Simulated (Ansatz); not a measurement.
Crystal: NbAs.

```
Nb As
1.0
    -1.72585    1.72585    5.84000
     1.72585   -1.72585    5.84000
     1.72585    1.72585   -5.84000
Nb As
2 2
Cartesian
  0.0000 1.7259 0.0000
  0.0000 0.0000 8.7600
  0.0000 1.7259 4.8589
  0.0000 0.0000 1.9389
```

Base run:

- Program: Ansatz 0.2.0
- Functional: PBEsol
- Potentials or basis: Ansatz PAW
- Cutoff: 420 eV
- Density cutoff: 1680 eV
- k mesh: 11 × 11 × 11
- Occupations: fermi-dirac, width 0.05 eV
- Spin: no spin polarisation
- Hubbard terms: Nb d U = 3 eV

Its results: band gap on the k mesh none (metal or under the smearing width); pressure -1.3 GPa; largest force 0.280 eV/Å.

Task: The run is repeated on the same cell with these changes: hubbard terms from Nb d U = 3 eV to Nb d U = 4 eV. What comes out?

Result: Band gap on the k mesh none (metal or under the smearing width); pressure -0.9 GPa; largest force 0.271 eV/Å.

Caveats: U without spin polarisation on a metal has little footing; the PAW data sets come from PBE, with cores solved anew for the run's functional, which leaves a small shift of forces and pressure; the U is typed as a test and isn't derived for this compound.

Not every run made on this cell is shown here.
